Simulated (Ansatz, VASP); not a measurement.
## HfH in VASP and in Ansatz

```xyz
2
Lattice="0.0000 2.3395 2.3395 2.3395 0.0000 2.3395 2.3395 2.3395 0.0000" Properties=species:S:1:pos:R:3 pbc="T T T"
Hf    0.0000    0.0000    0.0000
H     1.1697    1.1697    1.1697
```

Alike in both runs: functional PBE; k mesh 20 × 20 × 20; occupations gaussian, width 0.1 eV; no spin polarisation.

Ansatz relaxed the structure, and its values are those at the end. VASP's run is a single point on that final structure, the one shown.

```csv
,VASP,Ansatz
version,VASP 6.6.1,Ansatz 0.2.0
potentials or method,"VASP PAW PBE potentials, release 64 (Hf_pv, H)","scalar-relativistic, plane waves, PAW"
plane-wave cutoff (eV),520,420
valence electrons in the cell,11,27
```

```tsv
	VASP	Ansatz	Ansatz less VASP
gap on the k mesh at the Fermi level (eV)	none	none	-
pressure (GPa)	-0.7	0.0	+0.66
```

A gap of «none» marks a metal or a gap that the smearing closes. The two sets of potentials don't hold the same shells in valence.

The runs have no spin-orbit coupling, so splittings on Hf are missing.
